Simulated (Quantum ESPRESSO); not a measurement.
Runs of Quantum ESPRESSO 7.5 on CuAu. Symmetry: P4/mmm, No. 123, tetragonal system. The conventional cell has a = 2.811 Å, b = 2.811 Å, c = 3.685 Å, α = 90.00°, β = 90.00°, γ = 90.00°. Au (site symmetry 4/mmm) has 8 Cu at 2.71 Å and 4 Au at 2.81 Å as nearest neighbours. Around Cu (site symmetry 4/mmm) lie 8 Au at 2.71 Å and 4 Cu at 2.81 Å. 

```tsv
task	level	potentials or basis	k mesh	cutoff (eV)	SCF threshold	symmetry	form of the LDA correlation	mesh quality	gap on the mesh (eV)	pressure (GPa)	V0 of scaled cells (Å³/atom)	B0 (GPa)
single point	PBEsol	GBRV 1.5 PBEsol	9 × 9 × 7	762	4e-10 Ry	-	-	not flagged	none	-4.2	-	-
equation of state	r2SCAN	SG15 PBE 1.2	6 × 6 × 5	1197	1e-08 Ry	off	-	coarse	-	-	14.56	155
equation of state	LDA	GBRV 1.5 LDA	9 × 9 × 7	762	4e-10 Ry	-	PZ81	not flagged	-	-	13.79	(a)
band structure	PBEsol	GBRV 1.5 PBEsol	9 × 9 × 7	762	4e-10 Ry	-	-	not flagged	none	-4.2	-	-
```

Alike in all rows: no spin polarisation; cell as given; smearing fermi-dirac 0.05 eV.

**Question.** Estimate the missing entries.

**Answer.** (a) 194.

Caveats: some runs use coarse meshes; the cell was scaled at fixed shape and fractional positions, which overstates the stiffness of a crystal with free parameters, most of all of layers and chains (some runs); the potentials were made for another functional, which shifts forces and pressure (some runs); spin-orbit coupling is left out, which moves the levels of the heavy elements (some runs).

A k mesh can miss the band edges, and the runs leave out spin-orbit coupling on Au.

A gap of «none» marks a metal or a gap under the smearing width.
